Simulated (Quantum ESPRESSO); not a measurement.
As:

```
As
1.0
     1.88080    1.08588    3.51406
    -1.88080    1.08588    3.51406
     0.00000   -2.17176    3.51406
As
2
Cartesian
  0.0000 0.0000 2.3825
  0.0000 0.0000 8.1597
```

Base run:

```yaml
Program: Quantum ESPRESSO 7.5
Functional: PBE
Potentials_or_basis: PseudoDojo 0.4.1 SR PBE standard
Cutoff: 1143 eV
Density_cutoff: 4572 eV
k_mesh: 9 × 9 × 9
Occupations: fermi-dirac, width 0.05 eV
Spin: no spin polarisation
```

Its results: band gap on the k mesh none (metal or under the smearing width); pressure 3.8 GPa; largest force 0.439 eV/Å.

**Question.** The run is repeated on the same cell with these changes: functional from PBE to PBEsol; potentials or basis from PseudoDojo 0.4.1 SR PBE standard to PseudoDojo 0.4.1 SR PBEsol standard. What comes out?

**Answer.** Band gap on the k mesh none (metal or under the smearing width); pressure 0.3 GPa; largest force 0.375 eV/Å.
